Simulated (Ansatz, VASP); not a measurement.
## Rb in VASP and in Ansatz

```
Rb
1.0
    -2.34684    2.34684    8.37394
     2.34684   -2.34684    8.37394
     2.34684    2.34684   -8.37394
Rb
2
Direct
  0.50000 0.50000 0.00000
  0.25000 0.75000 0.50000
```

Change from the starting cell: volume scaled by 0.96.

Alike in both runs: task single point; functional PBE; k mesh 8 × 8 × 8; occupations fermi-dirac, width 0.05 eV; no spin polarisation.

```csv
,VASP,Ansatz
version,VASP 6.6.1,Ansatz 0.2.0
potentials or method,"VASP PAW PBE potentials, release 64 (Rb_sv)",Ansatz PAW
plane-wave cutoff (eV),520,420
valence electrons in the cell,18,18
```

```tsv
	VASP	Ansatz	Ansatz less VASP
gap on the k mesh at the Fermi level (eV)	none	none	-
pressure (GPa)	0.1	0.1	0.00
largest component of the traceless stress (GPa)	0.05	0.05	0.000
```

A gap of «none» marks a metal or a gap that the smearing closes.
